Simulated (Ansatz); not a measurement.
Theory: DFT PBE, scalar-relativistic, plane waves, PAW in Ansatz. Settings: cutoff 420 eV, Γ-centred meshes spaced at most about 0.3 Å⁻¹, and about 0.25 Å⁻¹ or finer for metals (2π included), Gaussian smearing. No spin polarisation in the final relaxations.

These are static total energies at zero pressure. All come from trial cells, and lower structures may exist.

Problem. These unrelaxed guesses for Ge are each relaxed within their symmetry. Order them by the energy at which they end, lowest first.
A.

```xyz
2
Lattice="3.4235 0.0000 0.0000 -1.7117 2.9648 0.0000 0.0000 0.0000 2.9030" Properties=species:S:1:pos:R:3 pbc="T T T"
Ge    1.7117    0.9883    1.9349
Ge    0.0000    1.9765    0.9681
```

B.

```xyz
1
Lattice="2.1778 0.0000 0.0000 0.0000 3.0499 0.0000 0.0000 0.0000 3.1179" Properties=species:S:1:pos:R:3 pbc="T T T"
Ge    1.0889    0.0000    1.5590
```

Solution. B (ends in Pm-3m, simple cubic type, 0 meV/atom), A (ends in P6_3/mmc, 51 meV/atom).

Cells relaxed within their symmetry can be saddle points. The part of the Crystallography Open Database at hand lists Ge in space groups No. 64, 96, 227; no cell shown has one of them. Some types were kept out of the candidates beforehand, so the set may lack a known form.
